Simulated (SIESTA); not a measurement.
Write the native input for SIESTA 5.4.2 that does the following.

* Task: band structure
* Functional: PBEsol
* Potentials or basis: PseudoDojo 0.4 standard (PBEsol files)
* Basis: DZP (energy shift 0.003 Ry; two zetas on semicore shells)
* Grid cutoff: 800 Ry
* Energy shift: 0.003 Ry
* k mesh: 11 × 11 × 11
* Occupations: fermi-dirac, width 0.05 eV
* Spin: collinear spin, ferromagnetic start
* Starting moments: [1.0, 0.0] μB

The system is NiO.

```xyz
2
Lattice="0.0000 2.0859 2.0859 2.0859 0.0000 2.0859 2.0859 2.0859 0.0000" Properties=species:S:1:pos:R:3 pbc="T T T"
Ni    0.0000    0.0000    0.0000
O     2.0859    2.0859    2.0859
```

These files were run (other wordings do the same):

NiO.fdf

```
SystemName                      NiO
SystemLabel                     NiO
NumberOfSpecies                 2
NumberOfAtoms                   2
%block ChemicalSpeciesLabel
  1  28 Ni
  2   8 O
%endblock ChemicalSpeciesLabel

LatticeConstant                 1.0 Ang
%block LatticeVectors
     0.0000000000     2.0859016414     2.0859016414
     2.0859016414     0.0000000000     2.0859016414
     2.0859016414     2.0859016414     0.0000000000
%endblock LatticeVectors
AtomicCoordinatesFormat         Fractional
%block AtomicCoordinatesAndAtomicSpecies
     0.0000000000     0.0000000000     0.0000000000  1  Ni
     0.5000000000     0.5000000000     0.5000000000  2  O
%endblock AtomicCoordinatesAndAtomicSpecies

%block kgrid.MonkhorstPack
   11   0   0  0.0
    0  11   0  0.0
    0   0  11  0.0
%endblock kgrid.MonkhorstPack
XC.Functional                   GGA
XC.Authors                      PBEsol
PAO.BasisSize                   DZP
PAO.EnergyShift                 0.003 Ry
Mesh.Cutoff                     800 Ry
Spin                            polarized
%block DM.InitSpin
    1   1.000
    2   0.000
%endblock DM.InitSpin
OccupationFunction              FD
ElectronicTemperature           0.05 eV
MaxSCFIterations                200
SCF.MustConverge                false
SCF.Mixer.Method                Pulay
SCF.Mixer.Weight                0.1
SCF.Mixer.History               10
SCF.DM.Tolerance                5.0e-05
SCF.H.Tolerance                 1.0e-03 eV
WriteForces                     true
Charge.Mulliken                 end
BandLinesScale                  ReciprocalLatticeVectors
%block BandLines
    1    0.000000   0.000000   0.000000  \Gamma
   12    0.500000   0.000000   0.500000  X
    6    0.500000   0.250000   0.750000  W
    4    0.375000   0.375000   0.750000  K
   13    0.000000   0.000000   0.000000  \Gamma
   11    0.500000   0.500000   0.500000  L
    8    0.625000   0.250000   0.625000  U
    4    0.500000   0.250000   0.750000  W
    9    0.500000   0.500000   0.500000  L
    8    0.375000   0.375000   0.750000  K
    1    0.625000   0.250000   0.625000  U
    4    0.500000   0.000000   0.500000  X
%endblock BandLines
%block PAO.Basis
  Ni 5
  n=3 0 2
    2.437 0.000
  n=4 0 2
    7.067 0.000
  n=3 1 2
    2.721 0.000
  n=4 1 1
    7.067
  n=3 2 2
    4.466 0.000
%endblock PAO.Basis
```

Potentials or basis: PseudoDojo 0.4 standard (PBEsol files), DZP (energy shift 0.003 Ry; two zetas on semicore shells).

Run with:

```sh
$ siesta NiO.fdf > NiO.out 2>&1
```

It gave:

```json
{"Pressure": "-6.7 GPa", "Band gap on the k mesh": "none (metal or under the smearing width)", "Net moment": "1.43 μB per cell", "Site moments": "Ni +1.19; O +0.24 μB"}
```

Caveat: short orbitals over semicore shells can move pressures by several GPa; the basis of atomic orbitals isn't converged, which shifts pressures, moduli and gaps; a cell with one magnetic atom can't hold antiferromagnetic order, which such compounds often take; semilocal functionals often make such compounds metallic where correlation or magnetic order opens a gap, which also shifts bond lengths.

It took 2.3 min on 1 thread of Intel(R) Xeon(R) 6975P-C (Granite Rapids) (shared host), peak memory 0.27 GiB.
